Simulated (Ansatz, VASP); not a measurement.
One calculation of BaZrO3, two programs

File INCAR:

```
SYSTEM = BaZrO3
PREC     = Accurate       ! precision mode
ENCUT    = 520            ! plane-wave cutoff, eV
EDIFF    = 1E-7           ! SCF threshold, eV
ISMEAR   = 0              ! smearing method
SIGMA    = 0.02           ! smearing width, eV
LREAL    = .FALSE.        ! projectors in reciprocal space
LASPH    = .TRUE.         ! aspherical terms in the spheres
NELM     = 100            ! most SCF steps
ALGO     = Normal         ! electronic algorithm
ISIF     = 2              ! what is computed and relaxed
LWAVE    = .FALSE.        ! write WAVECAR
LCHARG   = .FALSE.        ! write CHGCAR
GGA      = PE             ! functional
NBANDS   = 28             ! bands
```

KPOINTS

```
Automatic mesh
0
G
  6 6 6
  0 0 0
```

Contents of POSCAR:

```
BaZrO3
1.0
    4.3100692425      0.0000000000      0.0000000000
    0.0000000000      4.3100692425      0.0000000000
    0.0000000000      0.0000000000      4.3100692425
Ba Zr O
1 1 3
Direct
    0.0000000000      0.0000000000      0.0000000000
    0.5000000000      0.5000000000      0.5000000000
    0.0000000000      0.5000000000      0.5000000000
    0.5000000000      0.0000000000      0.5000000000
    0.5000000000      0.5000000000      0.0000000000
```

Input for Ansatz:

```yaml
crystal:
  lattice:
    - [4.3100692425, 0.0, 0.0]
    - [0.0, 4.3100692425, 0.0]
    - [0.0, 0.0, 4.3100692425]
  atoms:
    - { symbol: Ba, position: [0.0, 0.0, 0.0] }
    - { symbol: Zr, position: [0.5, 0.5, 0.5] }
    - { symbol: O, position: [0.0, 0.5, 0.5] }
    - { symbol: O, position: [0.5, 0.0, 0.5] }
    - { symbol: O, position: [0.5, 0.5, 0.0] }
basis:
  ecutwfc: 420
kpoints:
  mp_grid: { grid: [6, 6, 6] }
hamiltonian:
  xc: pbe
scf:
  occupations: { method: gaussian, width: 0.02 }
output:
  forces: true
  stress: true
  eigenvalues: true
  write_density: true
  write_potential: true
  elf: true
  volumetric_format: npy
```

Alike in both runs: task single point; functional PBE; k mesh 6 × 6 × 6; occupations gaussian, width 0.02 eV; no spin polarisation.

|  | VASP | Ansatz |
| --- | --- | --- |
| version | VASP 6.6.1 | Ansatz 0.2.0 |
| potentials or method | VASP PAW PBE potentials, release 64 (Ba_sv, Zr_sv, O) | scalar-relativistic, plane waves, PAW |
| plane-wave cutoff (eV) | 520 | 420 |
| valence electrons in the cell | 40 | 40 |

```csv
,VASP,Ansatz,Ansatz less VASP
gap on the k mesh at the Fermi level (eV),3.00,3.04,+0.040
least direct gap on the mesh (eV),3.29,3.31,+0.018
pressure (GPa),-6.9,-7.7,-0.73
```

The functional is the same, so the differences come from potentials, cutoffs and numerics.

Caveats: spin-orbit coupling is left out, which moves the levels of the heavy elements. A hybrid or GW would open this gap; PBE tends to underestimate it. A k mesh can miss the band edges.
